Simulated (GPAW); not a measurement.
# Ge (Cmcm) in GPAW: further runs

Runs on Ge. Level: PBEsol. Tasks: band structure.

All numbers are computed with GPAW 26.7.0; they aren't measurements. Logs are shortened: lines on timing, memory, paths and dates and some standing lists are left out, and cuts for length are marked. The log counts tension as positive stress, the text compression.

## 1. The crystal as given

It takes space group Cmcm (No. 63, orthorhombic). The conventional cell has a = 2.976 Å, b = 5.189 Å, c = 4.728 Å, α = 90.00°, β = 90.00°, γ = 90.00°. Ge (site symmetry m2m) has 12 Ge at 2.92 to 2.99 Å as nearest neighbours.

This isn't the form of Ge at room conditions, which is diamond.

## 2. Band structure, PBEsol

run.py reads:

```python
from ase import Atoms
from ase.dft.bandgap import bandgap
from ase.io import write
from ase.units import GPa
from gpaw import GPAW, PW, setup_paths

setup_paths.insert(0, '.')

atoms = Atoms(['Ge', 'Ge'],
              cell=[[1.488052925, -2.59468961, 0.0],
                    [1.488052925, 2.59468961, 0.0],
                    [0.0, 0.0, 4.72759579]],
              scaled_positions=[[0.33344663, 0.66655337, 0.25],
                                [0.66655337, 0.33344663, 0.75]],
              pbc=True)

calc = GPAW(mode=PW(600),
            xc='PBEsol',
            kpts={'size': (10, 10, 6), 'gamma': True},
            occupations={'name': 'fermi-dirac', 'width': 0.05},
            nbands=11,
            convergence={'density': 1e-05, 'energy': 1e-05},
            maxiter=150,
            txt='gpaw.txt')
atoms.calc = calc
energy = atoms.get_potential_energy()
forces = atoms.get_forces()
stress = atoms.get_stress()
calc.write('gs.gpw')
write('result.traj', atoms)
print(f'Energy: {energy:.6f} eV')
print('Forces (eV/A):')
print(forces.round(4))
print('Stress (GPa):', (stress / GPa).round(3))
print('Fermi level:', round(calc.get_fermi_level(), 4), 'eV')
print(f'Gap: {bandgap(calc)[0]:.4f} eV, direct: {bandgap(calc, direct=True)[0]:.4f} eV')

path = atoms.cell.bandpath('GXSRAZGYX1A1TY,ZT', npoints=80, eps=1e-4)
bs_calc = calc.fixed_density(kpts=path, symmetry='off', nbands=20,
                             convergence={'bands': 'CBM+6.0', 'eigenstates': 1e-6}, txt='bands.txt')
bs = bs_calc.band_structure()
bs.write('bs.json')
print(f'Gap on the path: {bandgap(bs_calc)[0]:.4f} eV')
```

Potentials or basis: PAW data sets generated in the run's folder for this functional, pw.

Run with:

```
$ gpaw-setup -f PBEsol Ge
$ OMP_NUM_THREADS=1 python run.py
```

gpaw.txt:

```text
__  _  _
 | _ |_)|_||  |
 |__||  | ||/\| - 26.7.0

Input parameters:
  mode=PW(ecut=600.0),
  convergence={'density': 1e-05, 'energy': 1e-05},
  kpts=MonkhorstPack(size=(10, 10, 6), gamma=True),
  maxiter=150,
  nbands=11,
  occupations=Occupations(name='fermi-dirac', width=0.05),
  xc=XC(name='PBEsol')

Diagonalizing LCAO Hamiltonian
Converting LCAO to pw mode

       Ge

         Ge

Atoms  # Å, Bohr magnetons
|   | symbol |        x |         y |        z |    initial magnetic moments |
|---|--------|----------|-----------|----------|-----------------------------|
| 0 |     Ge | 1.488053 |  0.864309 | 1.181899 | ( 0.0000,  0.0000,  0.0000) |
| 1 |     Ge | 1.488053 | -0.864309 | 3.545697 | ( 0.0000,  0.0000,  0.0000) |

Unit cell  # Å
| periodic |        x |         y |        z |  lengths |     angles |
|----------|----------|-----------|----------|----------|------------|
|      yes | 1.488053 | -2.594690 | 0.000000 | 2.991106 |  90.000000 |
|      yes | 1.488053 |  2.594690 | 0.000000 | 2.991106 |  90.000000 |
|      yes | 0.000000 |  0.000000 | 4.727596 | 4.727596 | 120.331510 |

Number of symmetries: 4
Symmetry operations  # r_c * U_cc + t_c -> r_c
|   | kind |            matrix            |
|---|------|------------------------------|
| 0 |  E   |  1, 0, 0,  0, 1, 0,  0, 0, 1 |
| 1 |  C2  |  0, 1, 0,  1, 0, 0,  0, 0,-1 |
| 2 |  σ   |  0,-1, 0, -1, 0, 0,  0, 0, 1 |
| 3 |  i   | -1, 0, 0,  0,-1, 0,  0, 0,-1 |

BZ-sampling:
  Number of BZ points: 600
  Number of IBZ points: 172

  Monkhorst-Pack size: [10, 10, 6]
  Monkhorst-Pack shift: [0.05, 0.05, 0.08333333333333333]

K-points  # in reciprocal-cell coordinates
|     |                                coordinates |     weight |
|-----|--------------------------------------------|------------|
|   0 | (  0.00000000,   0.00000000,   0.00000000) | 0.00166667 |
|   1 | (  0.00000000,   0.00000000,   0.16666667) | 0.00333333 |
|   2 | (  0.00000000,   0.00000000,   0.33333333) | 0.00333333 |
|   3 | (  0.00000000,   0.00000000,   0.50000000) | 0.00166667 |
|   4 | (  0.10000000,  -0.10000000,  -0.33333333) | 0.00333333 |
|   5 | (  0.10000000,  -0.10000000,  -0.16666667) | 0.00333333 |
|   6 | (  0.10000000,  -0.10000000,   0.00000000) | 0.00333333 |
|   7 | (  0.10000000,  -0.10000000,   0.16666667) | 0.00333333 |
|   8 | (  0.10000000,  -0.10000000,   0.33333333) | 0.00333333 |
|   9 | (  0.10000000,  -0.10000000,   0.50000000) | 0.00333333 |
| ... |                                            |            |
| 171 | (  0.50000000,   0.50000000,   0.50000000) | 0.00166667 |

Plane wave coefficients: 1237
Cutoff: 600.0 eV

Spin-components: 1 (collinear spins)
Bands:           11
Projectors:      10
Spin-degeneracy: 2
Datatype:        complex128

Parallelization:
  kpt:    1
  domain: 1
  band:   1

Density:
  Valence electrons: 8.0
  Components: 1
  Grid points: [18 18 27]
  Charge: 0.0  # |e|

Potential:
  Grid points: [18 18 27]

species:
  Ge:
    name:    Germanium
    Z:       32.0
    valence: 4
    core:    28
    charge:  0.0  # [|e|]
    compensation charges:
      type: gauss
      rc: 0.32  # [Å]
      lmax: 2
    cutoffs:
      filter: 1.77  # [Å]
      core: 3.42  # [Å]
    projectors
    | kind |    occ | energy [eV] | rcut [Å] |
    |------|--------|-------------|----------|
    |   4s |  2.000 |     -11.738 |    1.005 |
    |   4p |  2.000 |      -3.898 |    1.005 |
    |    s |        |      15.473 |    1.005 |
    |    p |        |      23.314 |    1.005 |
    |    d |        |       0.000 |    1.005 |

    Using partial waves for Ge as LCAO basis

Reference energy: -114111.519876  # eV

eigensolver:
  PPCG
  Converge bands: occupied
  niter=2

density mixing:
  MSR1-Mixer
  Pratt-step length: 0.05
  Maximum mixing coefficient: 0.75
  Old densities: 10
  SVD Regularization: 0.005
  Good broyden scale: 1.0
  Trust region scale: 1.0
  Backstep threshold: 4.0
  History deletion threshold: 6.0
  Fourier metric: weight=20.0, sigma=0.015

occupation numbers:
  Fermi-Dirac:
    width: 0.0500  # eV

poisson solver:
  ecut: 4800.0  # eV

xc functional:
  name: PBEsol with 2 nearest neighbor stencil

convergence criteria:
- Maximum integral of absolute [dens]ity change: 1e-05 electrons / valence electron
- Maximum [total energy] change in last 3 cyles: 1e-05 eV / valence electron
- Maximum integral of absolute [eigenst]ate change: 4e-08 eV^2 / valence electron
maximum number of iterations: 150

SCF iterations
|iter     | |      energy | eigst |  dens |
|---------|-|-------------|-------|-------|
|iter:   1| |   -9.382639 | -0.58 |       |
|iter:   2| |   -9.379989 | -3.05 | -1.28 |
|iter:   3| |   -9.354067 | -3.48 | -1.31 |
|iter:   4| |   -9.352275 | -4.28 | -1.92 |
|iter:   5| |   -9.352260 | -5.47 | -3.10 |
|iter:   6| |   -9.352258c| -6.54 | -3.54 |
|iter:   7| |   -9.352258c| -7.91c| -4.50 |
|iter:   8| |   -9.352258c| -8.87c| -4.94 |
|iter:   9| |   -9.352258c| -9.68c| -5.58c|

Converged in 9 steps
Energy contributions relative to reference atoms: (reference = -114111.519876)

Energy contributions:
  Kinetic:          16.331647
  Coulomb:         -14.515890
  Zero:             -0.012480
  External:          0.000000
  Xc:              -11.151301
  Entropy:          -0.008468
  Spinorbit:         0.000000
  ----------------------------
  Free energy:      -9.356492
  Extrapolated:     -9.352258

dipole moment: (0.000185, -0.000000, 0.000294)  # |e|*Ang

Fermi level: 8.125
Eigenvalues  # (at kpt = [0.000, 0.000, 0.000])
| band index |      eig [eV] | occ [0-2] |
|------------|---------------|-----------|
|          0 |        -5.222 |     2.000 |
|          1 |         0.650 |     2.000 |
|          2 |         2.602 |     2.000 |
|          3 |        14.764 |     0.000 |
|          4 |        14.878 |     0.000 |
|          5 |        16.829 |     0.000 |
|          6 |        16.946 |     0.000 |
|          7 |        18.264 |     0.000 |
|          8 |        19.470 |     0.000 |
|          9 |        21.075 |     0.000 |
|         10 |        22.130 |     0.000 |

No gap
No difference between direct/indirect transitions

Forces  # eV/Ang
|       x |        y |        z |
|---------|----------|----------|
| 0.00000 | -0.00069 | -0.00000 |  # Ge   0
| 0.00000 |  0.00069 |  0.00000 |  # Ge   1

Stress tensor  # eV/Ang^3
|        x |         y |         z |
|----------|-----------|-----------|
| 0.004513 |  0.000000 |  0.000000 |
| 0.000000 |  0.003102 | -0.000000 |
| 0.000000 | -0.000000 | -0.011012 |

# Writing to gs.gpw (mode='')
```

stdout:

```text
Energy: -9.352258 eV
Forces (eV/A):
[[ 0.     -0.0007 -0.    ]
 [ 0.      0.0007  0.    ]]
Stress (GPa): [ 0.723  0.497 -1.764 -0.     0.     0.   ]
Fermi level: 8.1253 eV
Gap: 0.0000 eV, direct: 0.0000 eV
Gap on the path: 0.0000 eV
```

Run time: 39 s. Hardware: 1 thread of Arm Neoverse V2, shared host; peak memory 0.26 GiB.

Results:

* Free energy: -9.3565 eV
* Pressure: 0.2 GPa
* Band gap along the path: none (metal or under the smearing width)

Levels at the corners of the path, in eV from the Fermi level:
| point | band 1 | band 2 | band 3 | band 4 | band 5 | band 6 | band 7 | band 8 | band 9 |
| --- | --- | --- | --- | --- | --- | --- | --- | --- | --- |
| Γ | -13.35 | -7.48 | -5.52 | 6.64 | 6.75 | 8.70 | 8.82 | 10.14 | 11.34 |
| X | -6.71 | -6.69 | -4.06 | 0.01 | 0.03 | 1.00 | 1.01 | 1.01 | 5.37 |
| S | -8.43 | -7.09 | -2.24 | -1.24 | -0.87 | 1.43 | 2.47 | 6.42 | 7.25 |
| R | -6.98 | -6.98 | -4.92 | -4.92 | 4.13 | 4.13 | 5.10 | 5.10 | 8.66 |
| A | -5.86 | -5.86 | -3.63 | -3.63 | -2.39 | -2.39 | 6.77 | 6.77 | 11.47 |
| Z | -11.67 | -11.67 | 1.90 | 1.90 | 7.78 | 7.78 | 7.89 | 7.89 | 12.64 |
| Γ | -13.35 | -7.48 | -5.52 | 6.64 | 6.75 | 8.70 | 8.82 | 10.14 | 11.34 |
| Y | -8.50 | -7.13 | -2.28 | -1.26 | -0.94 | 1.40 | 2.62 | 6.56 | 7.40 |
| X1 | -6.71 | -6.69 | -4.06 | 0.01 | 0.03 | 1.00 | 1.01 | 1.01 | 5.37 |
| A1 | -5.86 | -5.86 | -3.63 | -3.63 | -2.39 | -2.39 | 6.77 | 6.77 | 11.47 |
| T | -7.06 | -7.06 | -4.95 | -4.95 | 4.28 | 4.28 | 5.13 | 5.13 | 8.74 |
| Y | -8.50 | -7.13 | -2.28 | -1.26 | -0.94 | 1.40 | 2.62 | 6.56 | 7.40 |
| Z | -11.67 | -11.67 | 1.90 | 1.90 | 7.78 | 7.78 | 7.89 | 7.89 | 12.64 |
| T | -7.06 | -7.06 | -4.95 | -4.95 | 4.28 | 4.28 | 5.13 | 5.13 | 8.74 |

## 3. Band structure, PBEsol, spin-orbit coupling, no magnetisation

Changes to run.py since step 2:

```diff
@@ -1 +1,2 @@
+import numpy as np
 from ase import Atoms
@@ -5,2 +6,3 @@
 from gpaw import GPAW, PW, setup_paths
+from gpaw.spinorbit import soc_eigenstates
 
@@ -43 +45,7 @@
 print(f'Gap on the path: {bandgap(bs_calc)[0]:.4f} eV')
+
+soc = soc_eigenstates(bs_calc, theta=0, phi=0)
+np.savetxt('soc_bands.dat', soc.eigenvalues(), fmt='%.4f')
+mesh = soc_eigenstates('gs.gpw', theta=0, phi=0)
+np.savetxt('soc_mesh.dat', mesh.eigenvalues(), fmt='%.4f')
+print('Fermi level with spin-orbit coupling:', round(mesh.fermi_level, 4), 'eV')
```

Potentials or basis: PAW data sets generated in the run's folder for this functional, pw.

Run with:

```
$ gpaw-setup -f PBEsol Ge
$ OMP_NUM_THREADS=1 python run.py
```

gpaw.txt:

```text
__  _  _
 | _ |_)|_||  |
 |__||  | ||/\| - 26.7.0

Input parameters:
  mode=PW(ecut=600.0),
  convergence={'density': 1e-05, 'energy': 1e-05},
  kpts=MonkhorstPack(size=(10, 10, 6), gamma=True),
  maxiter=150,
  nbands=11,
  occupations=Occupations(name='fermi-dirac', width=0.05),
  xc=XC(name='PBEsol')

Diagonalizing LCAO Hamiltonian
Converting LCAO to pw mode

       Ge

         Ge

Atoms  # Å, Bohr magnetons
|   | symbol |        x |         y |        z |    initial magnetic moments |
|---|--------|----------|-----------|----------|-----------------------------|
| 0 |     Ge | 1.488053 |  0.864309 | 1.181899 | ( 0.0000,  0.0000,  0.0000) |
| 1 |     Ge | 1.488053 | -0.864309 | 3.545697 | ( 0.0000,  0.0000,  0.0000) |

Unit cell  # Å
| periodic |        x |         y |        z |  lengths |     angles |
|----------|----------|-----------|----------|----------|------------|
|      yes | 1.488053 | -2.594690 | 0.000000 | 2.991106 |  90.000000 |
[... 128 lines left out ...]
|iter:   8| |   -9.352258c| -8.87c| -4.94 |
|iter:   9| |   -9.352258c| -9.68c| -5.58c|

Converged in 9 steps
Energy contributions relative to reference atoms: (reference = -114111.519876)

Energy contributions:
  Kinetic:          16.331647
  Coulomb:         -14.515890
  Zero:             -0.012480
  External:          0.000000
  Xc:              -11.151301
  Entropy:          -0.008468
  Spinorbit:         0.000000
  ----------------------------
  Free energy:      -9.356492
  Extrapolated:     -9.352258

dipole moment: (0.000185, -0.000000, 0.000294)  # |e|*Ang

Fermi level: 8.125
Eigenvalues  # (at kpt = [0.000, 0.000, 0.000])
| band index |      eig [eV] | occ [0-2] |
|------------|---------------|-----------|
|          0 |        -5.222 |     2.000 |
|          1 |         0.650 |     2.000 |
|          2 |         2.602 |     2.000 |
|          3 |        14.764 |     0.000 |
|          4 |        14.878 |     0.000 |
|          5 |        16.829 |     0.000 |
|          6 |        16.946 |     0.000 |
|          7 |        18.264 |     0.000 |
|          8 |        19.470 |     0.000 |
|          9 |        21.075 |     0.000 |
|         10 |        22.130 |     0.000 |

No gap
No difference between direct/indirect transitions

Forces  # eV/Ang
|       x |        y |        z |
|---------|----------|----------|
| 0.00000 | -0.00069 | -0.00000 |  # Ge   0
| 0.00000 |  0.00069 |  0.00000 |  # Ge   1

Stress tensor  # eV/Ang^3
|        x |         y |         z |
|----------|-----------|-----------|
| 0.004513 |  0.000000 |  0.000000 |
| 0.000000 |  0.003102 | -0.000000 |
| 0.000000 | -0.000000 | -0.011012 |

# Writing to gs.gpw (mode='')
```

It took 41 s on 1 thread of Arm Neoverse V2, shared host; peak memory 0.3 GiB.

What came out:

```
Free energy             : -9.3565 eV
Pressure                : 0.2 GPa
Band gap along the path : none (metal or under the smearing width)
```

Stress tensor (GPa, compression positive):
```
-0.72  0.00  0.00
 0.00 -0.50  0.00
 0.00  0.00  1.76
```

Levels at the corners of the path, in eV from the Fermi level:
| point | band 6 | band 7 | band 8 | band 9 | band 10 | band 11 |
| --- | --- | --- | --- | --- | --- | --- |
| Γ | -5.52 | 6.54 | 6.54 | 6.85 | 6.85 | 8.57 |
| X | -4.06 | -0.05 | -0.05 | 0.08 | 0.08 | 0.93 |
| S | -2.24 | -1.25 | -1.25 | -0.86 | -0.86 | 1.43 |
| R | -4.92 | -4.92 | -4.92 | 4.12 | 4.12 | 4.12 |
| A | -3.68 | -3.59 | -3.59 | -2.44 | -2.44 | -2.33 |
| Z | 1.90 | 1.90 | 1.90 | 7.67 | 7.67 | 7.67 |
| Γ | -5.52 | 6.54 | 6.54 | 6.85 | 6.85 | 8.57 |
| Y | -2.28 | -1.28 | -1.28 | -0.92 | -0.92 | 1.40 |
| X1 | -4.06 | -0.05 | -0.05 | 0.08 | 0.08 | 0.93 |
| A1 | -3.68 | -3.59 | -3.59 | -2.44 | -2.44 | -2.33 |
| T | -4.95 | -4.95 | -4.95 | 4.27 | 4.27 | 4.27 |
| Y | -2.28 | -1.28 | -1.28 | -0.92 | -0.92 | 1.40 |
| Z | 1.90 | 1.90 | 1.90 | 7.67 | 7.67 | 7.67 |
| T | -4.95 | -4.95 | -4.95 | 4.27 | 4.27 | 4.27 |

Caveat: spin-orbit coupling was added after a scalar SCF, so levels and gaps hold it while energy, forces, pressure and moments don't; this program's spin-orbit splittings come out too wide for heavy elements.
